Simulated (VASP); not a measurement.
A run of VASP 6.6.1 is set up as follows.

INCAR

```
PREC = Accurate
ENCUT = 600
EDIFF = 1E-6
ISMEAR = 0
SIGMA = 0.05
LREAL = F
LASPH = T
NELM = 80
ALGO = Normal
ISIF = 3
LWAVE = F
LCHARG = F
METAGGA = R2SCAN
LMIXTAU = T
IBRION = 2
NSW = 40
EDIFFG = -0.01
```

File KPOINTS:

```
Automatic mesh
0
Gamma
  9 9 9
```

The input POSCAR:

```
BAs
1.0
    2.9570103300      0.0000000000      0.0000000000
    0.0000000000      2.9570103300      0.0000000000
    0.0000000000      0.0000000000      2.9570103300
B As
1 1
Direct
    0.5000000000      0.5000000000      0.5000000000
    0.0000000000      0.0000000000      0.0000000000
```

Potentials or basis: VASP PAW PBE potentials, release 64 (B, As).

Launch:

```bash
$ cat potpaw_PBE.64/B/POTCAR potpaw_PBE.64/As/POTCAR > POTCAR
$ mpirun -np 1 vasp_std > vasp.out
```

**Question.** Predict the space group after relaxing (to 0.05 Å).

**Answer.** Pm-3m (No. 221).

**Question.** What does it give for the relaxed volume?

**Answer.** 12.60 Å³/atom.

**Question.** Estimate the relaxed cell.

**Answer.** a = 2.932 Å, b = 2.932 Å, c = 2.932 Å, α = 90.00°, β = 90.00°, γ = 90.00°.

**Question.** Predict the band gap on the k mesh.

**Answer.** None (metal or under the smearing width).

Final structure:
```
CELL_PARAMETERS angstrom
2.93163 0.00000 0.00000
0.00000 2.93163 0.00000
0.00000 0.00000 2.93163
ATOMIC_POSITIONS crystal
B 0.50000 0.50000 0.50000
As 0.00000 0.00000 0.00000
```

Caveat: the PAW data sets were made with another functional, which shifts forces and pressure a little.
